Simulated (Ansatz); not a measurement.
# Ir under changes of volume

One of the cells (14.059 Å³/atom); the others are scaled copies at fixed shape and fractional positions:

```
Ir
1.0
     0.00000    1.91560    1.91560
     1.91560    0.00000    1.91560
     1.91560    1.91560    0.00000
Ir
1
Direct
  0.00000 0.00000 0.00000
```

```yaml
Program: Ansatz 0.2.0
Functional: LDA
Potentials_or_basis: all-electron LAPW, scalar-relativistic
Cutoff: 284 eV (chosen from the basis error)
Basis_error_allowed: 0.001 eV/atom
k_mesh: 12 × 12 × 12
Occupations: fermi-dirac, width 0.05 eV
Spin: no spin polarisation
```

```csv
volume (Å³/atom),energy over the lowest point (meV/atom),pressure (GPa)
13.215,36.72,20.4
13.496,10.00,10.3
13.778,0.00,1.4
14.059,4.81,-6.6
14.340,22.72,-13.6
14.621,?,?
14.902,91.93,-25.3
```

Q: What does the run at 14.621 Å³/atom give?

A: Energy over the lowest point 52.21 meV/atom; pressure -19.8 GPa.

Worked out: A Birch-Murnaghan fit of order 3 (a polynomial in V^(-2/3)) to the other rows has its minimum at 13.82 Å³/atom with B0 = V·E''(V) = 406 GPa and B' = 5.0. It gives 52.20 meV/atom at 14.621 Å³/atom, against the run's 52.21, and -dE/dV = -19.8 GPa, against -19.8.

Energies are extrapolated to zero smearing.
